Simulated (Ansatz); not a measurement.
## Tetragonal deformation path in InAs

Method: DFT r2SCAN, scalar-relativistic, plane waves, PAW in Ansatz. Cutoff 500 eV, Γ-centred 10×10×10 k-points, Gaussian smearing of 0.03 eV. No spin polarisation. Energies are free energies at this smearing, counted from the undisturbed cell; pressure is positive in compression.

The undisturbed cell (relaxed at this level):

```yaml
crystal:
  lattice:
    - [0.00000, 3.05509, 3.05509]
    - [3.05509, 0.00000, 3.05509]
    - [3.05509, 3.05509, 0.00000]
  atoms:
    - { symbol: In, position: [0.00000, 0.00000, 0.00000] }
    - { symbol: As, position: [0.75000, 0.75000, 0.75000] }
```

At fixed volume and fractional coordinates, lengths along (0.000, 0.000, 1.000) are scaled against those across it; ρ is that ratio over its starting value.

```csv
ρ,ΔE (meV/atom)
0.650,246.1
0.707,172.2
0.780,98.3
0.850,46.9
0.920,13.7
0.960,3.5
1.000,0.0
1.050,5.7
1.100,22.9
1.200,92.6
1.300,206.6
1.414,369.7
1.500,488.6
```

Problem. Predict the pressure (GPa) at each point.

Solution.
| ρ | pressure (GPa) |
| --- | --- |
| 0.650 | -3.4 |
| 0.707 | -2.3 |
| 0.780 | -1.3 |
| 0.850 | -0.5 |
| 0.920 | -0.1 |
| 0.960 | 0.0 |
| 1.000 | 0.0 |
| 1.050 | -0.1 |
| 1.100 | -0.2 |
| 1.200 | -0.5 |
| 1.300 | -0.8 |
| 1.414 | -1.0 |
| 1.500 | -1.2 |

Cost: 13 runs of about 8.3 core-minutes in all, on Intel Xeon Processor @ 2.50GHz (Skylake/Cascade Lake) (shared hosts).